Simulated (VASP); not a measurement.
TePb under changes of volume

One of the cells (34.404 Å³/atom); the others are scaled copies at fixed shape and fractional positions:

```
CELL_PARAMETERS angstrom
0.00000 3.25240 3.25240
3.25240 0.00000 3.25240
3.25240 3.25240 0.00000
ATOMIC_POSITIONS crystal
Pb 0.00000 0.00000 0.00000
Te 0.50000 0.50000 0.50000
```

```yaml
Program: VASP 6.6.1
Functional: r2SCAN
Potentials_or_basis: VASP PAW PBE potentials, release 64 (Pb_d, Te)
Cutoff: 520 eV
k_mesh: 7 × 7 × 7
Occupations: fermi-dirac, width 0.05 eV
Spin: no spin polarisation
```

```tsv
volume (Å³/atom)	energy over the lowest point (meV/atom)	pressure (GPa)
31.706	45.79	5.0
32.380	27.39	3.7
33.055	14.11	2.6
34.404	?	?
35.079	0.00	-0.3
35.753	2.50	-1.1
```

Question: What does the run at 34.404 Å³/atom give?

Answer: Energy over the lowest point 0.86 meV/atom; pressure 0.6 GPa.

Worked out: A Birch-Murnaghan fit of order 3 (a polynomial in V^(-2/3)) to the other rows has its minimum at 34.90 Å³/atom with B0 = V·E''(V) = 42 GPa and B' = 4.5. It gives 0.85 meV/atom at 34.404 Å³/atom, against the run's 0.86, and -dE/dV = 0.6 GPa, against 0.6.

Energies are extrapolated to zero smearing.

Caveats: the PAW data sets were made with another functional, which shifts forces and pressure a little.
